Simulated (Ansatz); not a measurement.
# VN: strong compression

An exercise on one series of results from a longer session: the logs are not shown, and one member is left open.

Method: DFT r²SCAN, with the methods named in each step, in Ansatz 0.2.0.

### Starting point

Symmetry: Fm-3m, No. 225, cubic system. The conventional cell has a = 4.309 Å, b = 4.309 Å, c = 4.309 Å, α = 90.00°, β = 90.00°, γ = 90.00°. V (site symmetry m-3m) is surrounded by 6 N at 2.15 Å. N (site symmetry m-3m) has 6 V at 2.15 Å as nearest neighbours.

Structure file:

```
V N
1.0
     0.00000    2.15443    2.15443
     2.15443    0.00000    2.15443
     2.15443    2.15443    0.00000
V N
1 1
Direct
  0.00000 0.00000 0.00000
  0.50000 0.50000 0.50000
```

Whether this phase is the stable one at these pressures isn't tested.

Atoms are numbered in the order of the input: V1, N2.

Set-up of the first run:

The input, input.yaml:

```yaml
crystal:
  lattice:
    - [0.0, 2.15443469, 2.15443469]
    - [2.15443469, 0.0, 2.15443469]
    - [2.15443469, 2.15443469, 0.0]
  atoms:
    - { symbol: V, position: [0.0, 0.0, 0.0] }
    - { symbol: "N", position: [0.5, 0.5, 0.5] }
kpoints:
  mp_grid: { grid: [17, 17, 17] }
scf:
  occupations: { method: fermi_dirac, width: 0.1 }
hamiltonian:
  xc: r2scan
  pseudopotentials: { kind: paw }
output:
  forces: true
  stress: true
relax:
  f_tol: 0.005
  max_steps: 40
  cell: {}
```

Launch:

```console
$ ansatz run input.yaml --threads 1 --pin off --max-ram 2048MiB --backend cpu --events-out ev --progress --plain --runs-dir out
```

Steps of the session up to this table: Cell relaxed at zero pressure, PAW; More of the same log: cell relaxed at zero pressure; Volume scaled by 1, PAW; Volume scaled by 0.94, PAW; Volume scaled by 0.88, PAW; Volume scaled by 0.8, PAW; Volume scaled by 0.72, PAW; Volume scaled by 0.64, PAW; Volume scaled by 0.55, PAW; Volume scaled by 0.55, PAW (level accurate).

One table of the session follows, with a row left open; its other results are not shown here.

| method | volume over the first | volume (Å³/atom) | pressure (GPa) |
| --- | --- | --- | --- |
| PAW | 1 | 8.623 | 0.00 |
| PAW | 0.94 | 8.105 | 23.61 |
| PAW | 0.88 | 7.588 | 56.11 |
| PAW | 0.8 | 6.898 | 119.66 |
| PAW | 0.72 | 6.208 | 219.22 |
| PAW | 0.64 | 5.519 | 379.12 |
| PAW | 0.55 | 4.743 | 689.21 |
| PAW (level accurate) | 0.55 | ? | ? |

**Question.** Estimate the row for PAW (level accurate), 0.55.

The run gave: volume (Å³/atom): 4.743; pressure (GPa): 690.82.
